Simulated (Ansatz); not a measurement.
Set up this calculation in Ansatz 0.2.0, as the native input.

| Item | Value |
| --- | --- |
| Task | relaxation of cell and atoms |
| Functional | PBEsol |
| Potentials or basis | all-electron LAPW, scalar-relativistic |
| Basis error allowed | 0.001 eV/atom |
| k mesh | 10 × 10 × 10 |
| Occupations | fermi-dirac, width 0.05 eV |
| Spin | no spin polarisation |
| Target pressure | 5 GPa |

BP:

```
P B
1.0
     0.00000    2.26900    2.26900
     2.26900    0.00000    2.26900
     2.26900    2.26900    0.00000
P B
1 1
Cartesian
  3.4035 3.4035 3.4035
  0.0000 0.0000 0.0000
```

The input as run:

input.yaml

```yaml
crystal:
  lattice:
    - [0.0, 2.269, 2.269]
    - [2.269, 0.0, 2.269]
    - [2.269, 2.269, 0.0]
  atoms:
    - { symbol: P, position: [0.75, 0.75, 0.75] }
    - { symbol: B, position: [0.0, 0.0, 0.0] }
kpoints:
  mp_grid: { grid: [10, 10, 10] }
scf:
  occupations: { method: fermi_dirac, width: 0.05 }
hamiltonian:
  xc: pbesol
  pseudopotentials: { kind: all_electron, lapw: { basis_error: 0.001 } }
output:
  forces: true
  stress: true
relax:
  f_tol: 0.02
  max_steps: 60
  cell: { p_target: 5 }
```

Potentials or basis: all-electron LAPW, scalar-relativistic.

Command:

```sh
$ ansatz run input.yaml --threads 1 --pin off --max-ram 3072MiB --backend cpu --events-out ev --progress --plain --runs-dir out
```

Results of the run:

* Relaxed volume: 11.22 Å³/atom
* Relaxed cell: a = 3.166 Å, b = 3.166 Å, c = 3.166 Å, α = 60.00°, β = 60.00°, γ = 60.00°
* Space group after relaxing (to 0.05 Å): F-43m (No. 216)
* Energy change on relaxing (the enthalpy is what falls): +4.0 meV/atom
* Ionic steps: 5
* Pressure after relaxing: 5.0 GPa
* Band gap on the k mesh: 1.09 eV

Run time: 17 s on 1 thread of Arm Neoverse V2, on a shared host, peak memory 0.24 GiB.
